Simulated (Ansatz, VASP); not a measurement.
# SiGe2 in two plane-wave programs

Aim: how closely do two programs agree when they are given the same cell, functional and k mesh? The cell is generated by rule, not measured, and may not be a known phase. The cell is taken from a series of runs on this material, whose earlier steps may have relaxed, scaled, displaced or heated it; both programs get it as it stands.

Calculated with Ansatz 0.2.0; plane waves, with VASP 6.6.1 beside it; r2SCAN.

The structure was built from a prototype and need not be the compound's stable phase.

### 1. The starting structure

The structure is trigonal, space group R-3m (No. 166). Conventional cell: a = 7.478 Å, b = 7.478 Å, c = 18.318 Å, α = 90.00°, β = 90.00°, γ = 120.00°. Nearest to Si lie 4 Ge at 2.14 to 2.52 Å. Si has 4 Ge at 2.43 to 2.44 Å nearest. Ge has 2 Si at 2.43 to 2.52 Å nearest. Nearest to Ge lie 2 Si at 2.14 to 2.44 Å. Farther neighbours are not listed.

### 2. Ansatz: single point, r2SCAN

Ansatz runs on its default PAW (the set named soft_2) files.

A single point takes one fixed geometry, so differences don't come from the geometry; what else differs is listed under the comparison.

input.yaml reads:

```yaml
crystal:
  lattice:
    - [5.2880224348, 5.2880224348, 0.0]
    - [5.2880224348, 0.0, 5.2880224348]
    - [5.2880224348, 0.0, -5.2880224348]
  atoms:
    - { symbol: Si, position: [-0.0382875839, 0.519143792, 0.480856208] }
    - { symbol: Si, position: [0.0382875839, -0.019143792, 1.019143792] }
    - { symbol: Si, position: [0.5382875839, 0.230856208, 0.769143792] }
    - { symbol: Si, position: [0.4617124161, 0.769143792, 0.230856208] }
    - { symbol: Ge, position: [0.211432131, 0.1747471372, 0.8252528628] }
    - { symbol: Ge, position: [0.288567869, 0.5752528628, 0.4247471372] }
    - { symbol: Ge, position: [0.7723585365, 0.1138207318, 0.8861792682] }
    - { symbol: Ge, position: [0.7276414635, 0.6361792682, 0.3638207318] }
    - { symbol: Ge, position: [0.211432131, 0.6138207318, 0.8252528628] }
    - { symbol: Ge, position: [0.288567869, 0.1361792682, 0.4247471372] }
    - { symbol: Ge, position: [0.6505057256, 0.1747471372, 0.3861792682] }
    - { symbol: Ge, position: [0.8494942744, 0.5752528628, 0.8638207318] }
kpoints:
  mp_grid: { grid: [8, 8, 8] }
hamiltonian:
  xc: r2scan
scf:
  occupations: { method: methfessel_paxton, width: 0.2 }
output:
  forces: true
  stress: true
  eigenvalues: true
```

Launch:

```bash
ansatz run input.yaml --threads 8 --pin off --max-ram 14336MiB --backend cpu --events-out ev --progress --plain --runs-dir out
```

Numbers of over 12 decimals in the logs are rounded to 6 here.

Output:

```text
Engine: ansatz 0.2.0, aarch64-unknown-linux-gnu
Pseudopotentials: kind: paw
Pseudopotential: Si, paw, valence charge 4, recommended cutoff 500 eV (meta_gga), Si.paw.azcp
Pseudopotential: Ge, paw, valence charge 14, recommended cutoff 500 eV (meta_gga), Ge.paw.azcp
Functional definition: r2SCAN
  parameter k0 = 0.174
  parameter k1 = 0.065
  parameter a1 = 4.9479
  exchange = r2scan_x(k0 = k0, k1 = k1, a1 = a1)
  correlation = r2scan_c
Crystal: 12 atoms, lattice volume = 295.740 Å³
Basis set: ecut = 500 eV, 7583 PW (Γ), exchange–correlation on 240×240×240 points (64 copies of the dense FFT grid, shifted against one another)
Bands: 77, of which v1, the nominal top of the filled ones, is band 64 counted from 1 (63 counted from 0)
Symmetry: 12 space group operations
Space group: R-3m (ITA 166), of the structure as read, at distance tolerance 6.7e-5 Å
k-points: 65 of 512
Non-local potential: Si, projectors of the file, l = 0: 2, l = 1: 2, l = 2: 2
Non-local potential: Ge, projectors of the file, l = 0: 2, l = 1: 2, l = 2: 3, l = 3: 1
PAW form: soft (Blöchl's): semilocal exchange-correlation on the pseudo side does not see the compensation charge
PAW frozen core: Si, regenerated for the run's functional (the file was generated under x = pbe(κ = 0.804, μ = 0.219515), c = pbe(β = 0.066725))
PAW frozen core: Ge, regenerated for the run's functional (the file was generated under x = pbe(κ = 0.804, μ = 0.219515), c = pbe(β = 0.066725))
PAW one-centre angular grid: Si, 302 points (default); XC on 160 Gauss nodes
PAW one-centre angular grid: Ge, 590 points (default); XC on 160 Gauss nodes
Initial density: superposition of atomic densities (neutral atoms: chi_scale 0, normalization atom), corrected by the library's trained network
Initial wavefunctions: pseudopotential atomic-orbital guess
Functional: x = r2scan, c = r2scan; τ floored in thin density (d = 2e-4 eV/Å³)
SCF iter   1: F=—  HF=-36970.755447 eV  |F-HF|=—  |Δ(HF+E_count)|=         —  Δρ=7.31e-3  dr2=2.33e-1  dr2_τ=2.51e-2  ethr=1.77e-3  ⟨swp⟩=6.3  Hψ=18768  notcnv=0
preconditioner: auto → LDOS  [metal: Δε(μ)=0.001 eV  Ē_g=7.687 eV  σ=0.200 eV  W_gap=0.01  n_scr=58 (ndim 8)  ℏωp=15.0 eV  f_vac=0.036  D(μ)=5.62/eV (n_scr^D=26)  β→1.0]
SCF iter   2: F=—  HF=-36970.812719 eV  |F-HF|=—  |Δ(HF+E_count)|=   5.73e-2  S|Δr|=    0.00e0  Δρ=3.91e-3  dr2=5.27e-2  dr2_τ=5.54e-4  ethr=1.82e-4  ⟨swp⟩=2.0  Hψ=10570  notcnv=0  defer=214
SCF iter   3: F=—  HF=-36970.773212 eV  |F-HF|=—  |Δ(HF+E_count)|=   3.95e-2  S|Δr|=    0.00e0  Δρ=1.24e-3  dr2=4.68e-3  dr2_τ=5.25e-5  ethr=4.11e-5  ⟨swp⟩=2.0  Hψ=8969  notcnv=0  defer=214
SCF iter   4: F=—  HF=-36970.771506 eV  |F-HF|=—  |Δ(HF+E_count)|=   1.71e-3  S|Δr|=    0.00e0  Δρ=2.62e-4  dr2=4.72e-4  dr2_τ=3.73e-6  ethr=3.65e-6  ⟨swp⟩=2.0  Hψ=8959  notcnv=0  defer=214
SCF iter   5: F=—  HF=-36970.771612 eV  |F-HF|=—  |Δ(HF+E_count)|=   1.06e-4  S|Δr|=    0.00e0  Δρ=8.92e-5  dr2=5.88e-5  dr2_τ=6.72e-7  ethr=3.69e-7  ⟨swp⟩=2.0  Hψ=6212  notcnv=0  defer=214
SCF iter   6: F=—  HF=-36970.771585 eV  |F-HF|=—  |Δ(HF+E_count)|=   2.64e-5  S|Δr|=    0.00e0  Δρ=2.01e-5  dr2=1.96e-6  dr2_τ=2.79e-8  ethr=4.59e-8  ⟨swp⟩=2.0  Hψ=9121  notcnv=0  defer=83
SCF iter   7: F=—  HF=-36970.771587 eV  |F-HF|=—  |Δ(HF+E_count)|=   1.71e-6  S|Δr|=    0.00e0  Δρ=5.37e-6  dr2=1.12e-7  dr2_τ=1.81e-9  ethr=1.54e-9  ⟨swp⟩=2.0  Hψ=6458  notcnv=0  defer=77
SCF iter   8: F=-36970.771587 eV  HF=-36970.771587 eV  |F-HF|=3.31e-8  |Δ(HF+E_count)|=   1.70e-7  S|Δr|=    0.00e0  Δρ=2.53e-6  dr2=3.07e-8  dr2_τ=1.93e-10  ethr=7.81e-11  ⟨swp⟩=10.7  Hψ=22763  notcnv=0
SCF 1 converged in 8 iterations: F = -36970.771587 eV  dr2 = 3.07e-8
  greatest PAW one-centre occupation: 0.998 electrons in one spin orbital (limit 2), on the Ge atom at site 11 (counted from 0), in its partial waves of l = 2
SCF converged after 8 iterations
Stability not checked: this state was not tested for a lower state beside it, because cold or Methfessel-Paxton smearing, or corrected tetrahedra, fill the levels in a way that the test cannot read (fill_not_monotonic; see scf.lower_state_search)
Free energy (F): -36970.771587 eV
Harris-Foulkes:  -36970.771587 eV  (|F-HF|=3.31e-8)
Internal energy: -36970.770299 eV  (E = F + TS)
E sigma→0 (E₀):  -36970.771265 eV
Entropy (-TS):   -0.001288 eV (-0.107 meV/atom)
Fermi energy:    6.365831 eV
--- Per-component energies (eV) ---
  E_band       = -1473.638425
  E_kinetic    = 1031.903426
  E_local      = -22354.036855  (includes V_loc(G=0)·N_el)
  E_nonlocal   = 3443.291910
  E_hartree    = 9840.516301
  E_xc         = -749.168091
  E_vxc        = -730.111070  (∫ρ·V_xc dr)
  E_paw        = -18334.091966  (= ΣΔE_a)
  E_vpaw       = -2584.789378  (= ΣTr[D̂ρ^β])
  E_aug_tail   = 0.000142  (compensation charges beyond the density's cutoff)
  E_vtau       = 39.072769  (kinetic-family band-sum trace: ∫τ·v_τ [+ j·A + Jᵃ·Aᵃ] dr)
  E_ewald      = -9840.193307
  E_core_change = -8.991858  (= ΣΔE_core)
  E_smearing   = -0.001288  (= −TS)
  E_closure    = -0.000000  (closes the sum)
  Σ components = -36970.771587   (vs F -36970.771587, Δ=0.00e0)
--- Forces (eV/Å), atoms counted from 1 ---
  atom   1  Si     1.58655645     1.58655645    -1.58655645
  atom   2  Si    -0.29181761    -0.29181761     0.29181761
  atom   3  Si    -1.58655645    -1.58655645     1.58655645
  atom   4  Si     0.29181761     0.29181761    -0.29181761
  atom   5  Ge    -0.35490604    -0.35490604     0.31000302
  atom   6  Ge     0.35490604     0.35490604    -0.31000302
  atom   7  Ge     1.23523844     1.23523844    -1.23523844
  atom   8  Ge    -1.23523844    -1.23523844     1.23523844
  atom   9  Ge    -0.31000302    -0.35490604     0.35490604
  atom  10  Ge     0.31000302     0.35490604    -0.35490604
  atom  11  Ge    -0.35490604    -0.31000302     0.35490604
  atom  12  Ge     0.35490604     0.31000302    -0.35490604
  max |Σ_I F_I| component: 2.22e-16 eV/Å
--- Stress (GPa, compression-positive) ---
       -2.603130      -0.724957       0.724957
       -0.724957      -2.603130       0.724957
        0.724957       0.724957      -2.603130
  P = ⅓ Tr σ = -2.6031 GPa (-26.031 kbar)
--- Band table (eV; the first three rows and the last of 65) ---
  k-point 0: bands = [... 60 lower, 6.2940, 6.4195, 6.4961, 6.6797, 7.1671, 7.1671, 7.3288, 7.7250, ... 9 higher]
  k-point 1: bands = [... 60 lower, 6.0948, 6.3725, 6.4596, 6.9455, 7.1250, 7.2219, 7.5020, 7.7456, ... 9 higher]
  k-point 2: bands = [... 60 lower, 5.6567, 6.0465, 6.1413, 6.8619, 7.0986, 7.1827, 7.3807, 7.7765, ... 9 higher]
  k-point 64: bands = [... 60 lower, 5.3250, 5.3561, 5.4672, 5.4672, 6.5363, 6.5363, 6.7523, 6.7785, ... 9 higher]
```

Reading the cycles: dr2 is the Hartree energy of the density residual (eV), the measure of convergence; HF is the Harris–Foulkes estimate of the energy, which meets the free energy F at convergence.

The run ends at a pressure of -2.60 GPa, with forces up to 2.7 eV/Å.

### 3. VASP: single point, r2SCAN

The same cell, functional, mesh and smearing now go to VASP, with its own data sets.

Lines of VASP's logs that name or quote its potential files are left out, and so is its time.

INCAR reads:

```
SYSTEM = SiGe2
PREC = Accurate
ENCUT = 550
EDIFF = 1E-06
NELM = 120
ISMEAR = 1
SIGMA = 0.2
LREAL = .FALSE.
ALGO = Normal
METAGGA = R2SCAN
LASPH = .TRUE.
NBANDS = 79
LORBIT = 11
LWAVE = .FALSE.
LCHARG = .FALSE.
ISIF = 2
GGA_COMPAT = .FALSE.
LMIXTAU = .TRUE.
KPAR = 2
```

POSCAR reads:

```
SiGe2
1.0
    5.2880224348      5.2880224348      0.0000000000
    5.2880224348      0.0000000000      5.2880224348
    5.2880224348      0.0000000000     -5.2880224348
Si Ge
4 8
Direct
    0.9617124162      0.5191437920      0.4808562080
    0.0382875840      0.9808562080      0.0191437920
    0.5382875840      0.2308562080      0.7691437920
    0.4617124162      0.7691437920      0.2308562080
    0.2114321311      0.1747471372      0.8252528628
    0.2885678691      0.5752528628      0.4247471372
    0.7723585366      0.1138207318      0.8861792682
    0.7276414636      0.6361792682      0.3638207318
    0.2114321311      0.6138207318      0.8252528628
    0.2885678691      0.1361792682      0.4247471372
    0.6505057257      0.1747471372      0.3861792682
    0.8494942745      0.5752528628      0.8638207318
```

KPOINTS reads:

```
Automatic mesh
0
Gamma
8 8 8
0 0 0
```

PAW data sets: Si and Ge_d (PBE family, release 64).

Launch:

```bash
mpirun -np 2 vasp_std
```

Output:

```text
[banner, memory and clock lines left out]
running    2 mpi-ranks, on    1 nodes
 distrk:  each k-point on    1 cores,    2 groups
 distr:  one band on    1 cores,    1 groups

 POSCAR found type information on POSCAR SiGe
 POSCAR found :  2 types and      12 ions
|                                                                             |
|               ----> ADVICE to this user running VASP <----                  |
|                                                                             |
|     You enforced a specific xc type in the INCAR file but a different       |
|     [... a line on the potential file left out ...]
|     I HOPE YOU KNOW WHAT YOU ARE DOING!                                     |
|                                                                             |

 LDA part: xc-table for (None), standard interpolation
 POSCAR, INCAR and KPOINTS ok, starting setup
 FFT: planning ... GRIDC
 FFT: planning ... GRID_SOFT
 FFT: planning ... GRID
 WAVECAR not read
 entering main loop
       N       E                     dE             d eps       ncg     rms          rms(c)
DAV:   1     0.165312116997E+04    0.16531E+04   -0.59134E+04 13127   0.393E+03
DAV:   2     0.207059653529E+03   -0.14461E+04   -0.13843E+04 10270   0.119E+03
DAV:   3    -0.115294662518E+03   -0.32235E+03   -0.30719E+03 10668   0.267E+02
DAV:   4    -0.149627971291E+03   -0.34333E+02   -0.32966E+02 12228   0.932E+01
DAV:   5    -0.151091105581E+03   -0.14631E+01   -0.14455E+01 11748   0.208E+01    0.933E+00
DAV:   6    -0.142948468462E+03    0.81426E+01   -0.20965E+00 11653   0.122E+01    0.555E+00
DAV:   7    -0.131426756325E+03    0.11522E+02   -0.31437E+00 11139   0.807E+00    0.189E+00
DAV:   8    -0.134153185344E+03   -0.27264E+01   -0.65358E-01 11247   0.354E+00    0.129E+00
DAV:   9    -0.136419114978E+03   -0.22659E+01   -0.62873E-01 10928   0.276E+00    0.512E-01
DAV:  10    -0.137408648612E+03   -0.98953E+00   -0.67721E-01 10795   0.325E+00    0.401E-01
DAV:  11    -0.137127674603E+03    0.28097E+00   -0.84011E-02 11909   0.121E+00    0.388E-01
DAV:  12    -0.137199801890E+03   -0.72127E-01   -0.13906E-02 11882   0.462E-01    0.292E-01
DAV:  13    -0.137316135367E+03   -0.11633E+00   -0.13620E-01 10669   0.141E+00    0.201E-01
DAV:  14    -0.137326027923E+03   -0.98926E-02   -0.12009E-02 11332   0.545E-01    0.165E-01
[...]
DAV:  24    -0.137329503995E+03   -0.87584E-05   -0.38446E-06  9230   0.922E-03    0.511E-02
DAV:  25    -0.137329535915E+03   -0.31920E-04   -0.78859E-06  8356   0.163E-02    0.287E-02
DAV:  26    -0.137329555547E+03   -0.19632E-04   -0.77307E-06  8244   0.146E-02    0.930E-03
DAV:  27    -0.137329557448E+03   -0.19010E-05   -0.18307E-06  8139   0.799E-03    0.645E-03
DAV:  28    -0.137329558620E+03   -0.11719E-05   -0.10628E-06  6329   0.451E-03    0.589E-03
DAV:  29    -0.137329559630E+03   -0.10106E-05   -0.52792E-07  5983   0.513E-03    0.226E-03
DAV:  30    -0.137329563160E+03   -0.35300E-05   -0.32923E-07  5870   0.302E-03    0.206E-03
DAV:  31    -0.137329562713E+03    0.44711E-06   -0.74532E-08  5821   0.150E-03
   1 F= -.13732956E+03 E0= -.13732915E+03  d E =-.122460E-02
```

Parts of OUTCAR (step 3):

```text
ion  position               nearest neighbor table
   1  0.962  0.519  0.481-   8 2.14   6 2.52  10 2.52  12 2.52
   2  0.038  0.981  0.019-  11 2.43   9 2.43   5 2.43   7 2.44
   3  0.538  0.231  0.769-   7 2.14   5 2.52  11 2.52   9 2.52
   4  0.462  0.769  0.231-  10 2.43  12 2.43   6 2.43   8 2.44
   5  0.211  0.175  0.825-   2 2.43   3 2.52  10 2.74  12 2.74
   6  0.289  0.575  0.425-   4 2.43   1 2.52   9 2.74  11 2.74
   7  0.772  0.114  0.886-   3 2.14   2 2.44
   8  0.728  0.636  0.364-   1 2.14   4 2.44
   9  0.211  0.614  0.825-   2 2.43   3 2.52  12 2.74   6 2.74
  10  0.289  0.136  0.425-   4 2.43   1 2.52   5 2.74  11 2.74
  11  0.651  0.175  0.386-   2 2.43   3 2.52   6 2.74  10 2.74
  12  0.849  0.575  0.864-   4 2.43   1 2.52   9 2.74   5 2.74

  LATTYP: Found a face centered cubic cell.
 ALAT       =    10.5760448696

 Subroutine GETGRP returns: Found 12 space group operations
 (whereof  6 operations were pure point group operations)

The static configuration has the point symmetry C_3v.
 The point group associated with its full space group is D_3d.

 Found     65 irreducible k-points:

   k-points           NKPTS =     65   k-points in BZ     NKDIM =     65   number of bands    NBANDS=     79

   dimension x,y,z NGX =    60 NGY =   60 NGZ =   60
   dimension x,y,z NGXF=   120 NGYF=  120 NGZF=  120

   ENCUT  =  550.0 eV  40.42 Ry    6.36 a.u.  14.30 14.30 14.30*2*pi/ulx,y,z

   NELECT =     128.0000    total number of electrons

 k-points in reciprocal lattice and weights: Automatic mesh
   0.00000000  0.00000000  0.00000000       0.002
   0.12500000  0.00000000  0.00000000       0.012
   0.25000000  0.00000000  0.00000000       0.012
   0.37500000  0.00000000  0.00000000       0.012
   0.50000000  0.00000000  0.00000000       0.006
   0.00000000  0.12500000  0.00000000       0.012
  -0.12500000  0.00000000 -0.12500000       0.004
   0.25000000  0.12500000  0.00000000       0.023
   0.25000000  0.00000000  0.12500000       0.012
[...]
-0.37500000 -0.12500000  0.37500000       0.023
  -0.25000000  0.25000000  0.25000000       0.012

 average (electrostatic) potential at core
       1 -88.8073       2 -88.9657       3 -88.8073       4 -88.9657       5 -80.2511
       6 -80.2511       7 -80.3354       8 -80.3354       9 -80.2511      10 -80.2511
      11 -80.2511      12 -80.2511

 E-fermi :   4.0513

 k-point     1 :       0.0000    0.0000    0.0000
  band No.  band energies     occupation
    ...
     58       1.4591      2.00000
     59       1.6513      2.00000
     60       3.9805      1.55944
     61       3.9805      1.55944
     62       4.0963      0.62900
     63       4.1790      0.12665
     64       4.3636     -0.04966
     65       4.8521     -0.00000
     66       4.8521     -0.00000
     67       5.0169     -0.00000
    ...

 k-point     2 :       0.1250    0.0000    0.0000
  band No.  band energies     occupation
    ...
     57       1.1827      2.00000
     58       1.4554      2.00000
     59       1.9892      2.00000
     60       3.0293      2.00000
     61       3.7614      2.05967
     62       4.1267      0.40912
     63       4.1353      0.35349
     64       4.3077     -0.06998
     65       4.5815     -0.00115
     66       4.7553     -0.00001
    ...

 k-point     3 :       0.2500    0.0000    0.0000
  band No.  band energies     occupation
    ...
     60       2.3134      2.00000
     61       3.1481      2.00000
     62       3.6176      2.00894
     63       3.8422      2.05841
     64       3.9041      1.94364
     65       4.6265     -0.00037
     66       4.8892     -0.00000
     67       5.0363     -0.00000
     68       5.0849     -0.00000
     69       5.8128     -0.00000
    ...

  Total       -4.8668770     -4.8668770     -4.8668770     -1.3475826      1.3475826      1.3475826
  in kB      -26.3664153    -26.3664153    -26.3664153     -7.3005589      7.3005589      7.3005589
  external PRESSURE =     -26.3664153 kB  Pullay stress =       0.0000000 kB

  energy-cutoff  :      550.00
  volume of cell :      295.74
      direct lattice vectors                 reciprocal lattice vectors
     5.288022435  5.288022435  0.000000000     0.000000000  0.189106611  0.000000000
     5.288022435  0.000000000  5.288022435     0.094553305 -0.094553305  0.094553305
     5.288022435  0.000000000 -5.288022435     0.094553305 -0.094553305 -0.094553305

 POSITION                                       TOTAL-FORCE (eV/Angst)
 -----------------------------------------------------------------------------------
     10.37358      5.08556      0.20247         1.582375      1.582375     -1.582375
      5.49049      0.20247      5.08556        -0.292752     -0.292752      0.292752
      8.13450      2.84648     -2.84648        -1.582375     -1.582375      1.582375
      7.72957      2.44155      2.84648         0.292752      0.292752     -0.292752
      6.40608      1.11806     -3.43989        -0.352918     -0.352918      0.310380
      6.81398      1.52595      0.79588         0.352918      0.352918     -0.310380
      9.37227      4.08425     -4.08425         1.236475      1.236475     -1.236475
      9.13581      3.84778      1.44024        -1.236475     -1.236475      1.236475
      8.72791      1.11806     -1.11806        -0.310380     -0.352918      0.352918
      4.49214      1.52595     -1.52595         0.310380      0.352918     -0.352918
      6.40608      3.43989     -1.11806        -0.352918     -0.310380      0.352918
     12.10200      4.49214     -1.52595         0.352918      0.310380     -0.352918
 -----------------------------------------------------------------------------------
    total drift:                               -0.000001     -0.000001     -0.000002

  FREE ENERGIE OF THE ION-ELECTRON SYSTEM (eV)
  ---------------------------------------------------
  free  energy   TOTEN  =      -137.3295627132 eV

  energy  without entropy=     -137.3283381132  energy(sigma->0) =     -137.32915451

 total charge
# of ion       s       p       d       tot
------------------------------------------
    1        0.766   0.877   0.000   1.643
    2        0.794   0.815   0.000   1.609
    3        0.766   0.877   0.000   1.643
    4        0.794   0.815   0.000   1.609
    5        1.173   1.074  10.014  12.261
    6        1.173   1.074  10.014  12.261
    7        1.163   1.182   9.996  12.341
    8        1.163   1.182   9.996  12.341
    9        1.173   1.074  10.014  12.261
   10        1.173   1.074  10.014  12.261
   11        1.173   1.074  10.014  12.261
   12        1.173   1.074  10.014  12.261
--------------------------------------------------
tot         12.486  12.193  80.075 104.754

[... 3 further parts left out ...]
```

The run ends at a pressure of -2.64 GPa, with forces up to 2.7 eV/Å.

### 4. Side by side

Known differences besides the potentials themselves: VASP keeps PBE cores, Ansatz makes them for the functional; the cutoff is 500 eV in Ansatz and 550 eV in VASP. Total energies have different zeros and are not compared.

Both answers:

| quantity | Ansatz | VASP | difference |
| --- | --- | --- | --- |
| pressure (GPa) | -2.60 | -2.64 | +0.03 |

Forces on 8 of the 12 atoms, those with the largest forces and the largest differences (eV/Å; atoms numbered as in POSCAR):

| atom | Ansatz x, y, z | VASP x, y, z |
| --- | --- | --- |
| Si1 | 1.587, 1.587, -1.587 | 1.582, 1.582, -1.582 |
| Si3 | -1.587, -1.587, 1.587 | -1.582, -1.582, 1.582 |
| Ge6 | 0.355, 0.355, -0.310 | 0.353, 0.353, -0.310 |
| Ge7 | 1.235, 1.235, -1.235 | 1.236, 1.236, -1.236 |
| Ge8 | -1.235, -1.235, 1.235 | -1.236, -1.236, 1.236 |
| Ge9 | -0.310, -0.355, 0.355 | -0.310, -0.353, 0.353 |
| Ge10 | 0.310, 0.355, -0.355 | 0.310, 0.353, -0.353 |
| Ge12 | 0.355, 0.310, -0.355 | 0.353, 0.310, -0.353 |

The forces differ by 2.2 meV/Å r.m.s., which is 0.3 % of the r.m.s. force of 0.863 eV/Å (both taken over all components).

### 5. What came out

```
r.m.s. force difference (single point, r2SCAN) : 0.25 % of the r.m.s. force
```

What this shows: The r.m.s. force difference is 0.25 % of the r.m.s. force (single point, r2SCAN), within the 3 % picked in this series as the mark of a large difference. How closely two codes agree says nothing of how well the functional describes the real material.

[Lines on the potential files, build, host, timing and source positions are cut from VASP's logs without a mark.]

[Logs are printed without paths, hosts, clocks, repeated set-up lines and the standing remarks that a program may print on its own settings, such as how far it seeks lower states.]

[Hosts, paths, dates, database ids (printed as entryN), source tags and the programs' standing remarks are cut or masked in the printed files.]
